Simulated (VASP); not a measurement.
Runs of VASP 6.6.1 on Pr. The structure is cubic, space group Im-3m (No. 229). Conventional cell: a = 4.195 Å, b = 4.195 Å, c = 4.195 Å, α = 90.00°, β = 90.00°, γ = 90.00°. Pr (site symmetry m-3m) is surrounded by 8 Pr at 3.63 Å. This isn't the form of Pr at room conditions, which is double hcp.

```csv
task,level,potentials or basis,spin,U,cell,cutoff (eV),smearing,k mesh for the DOS,LDAUTYPE,hund's J,gap on the mesh (eV),pressure (GPa),moment (μB)
density of states,LDA+U,"VASP PAW PBE potentials, release 64 (Pr_3), 4f in core","collinear, ferromagnetic start",Pr f U = 4 eV,as given,600,gaussian 0.01 eV,14 × 14 × 14,-,-,-,-,0.33
single point,PBE,"VASP PAW PBE potentials, release 64 (Pr)","collinear, ferromagnetic start",-,as given,520,gaussian 0.02 eV,-,-,-,none,(b),2.77
single point,LDA,"VASP PAW PBE potentials, release 64 (Pr)","collinear, ferromagnetic start",-,as given,520,gaussian 0.02 eV,-,-,-,none,(a),2.83
single point,r2SCAN+U,"VASP PAW PBE potentials, release 64 (Pr_3), 4f in core","collinear, random start","Pr f U = 6 eV, J = 0.5 eV",volume scaled by 0.88,520,fermi-dirac 0.02 eV,-,2,0.5,none,4.6,0.46
```

Alike in all rows: k mesh 9 × 9 × 9.

Fill in the values left out.

(a) -7.5; (b) -1.7.

Caveats: the magnetic or orbital state may not be the lowest; spin-orbit coupling is left out, which moves the levels of the heavy elements; the PAW data sets were made with another functional, which shifts forces and pressure a little (some runs); U is put on an f shell that these potentials keep in the core, so it has next to no effect (some runs); the 4f electrons are frozen in the core as for a trivalent ion, so they carry no moment and show no levels (some runs); tetrahedron occupations give inexact forces and stress in metals (some runs); ASE's xc='lda' writes no GGA tag, so the PBE potentials set the functional and the run is PBE (some runs).

A k mesh can miss the band edges, and the runs leave out spin-orbit coupling on Pr.

A gap of «none» marks a metal or a gap under the smearing width.

The runs don't all hold the same shells in valence.
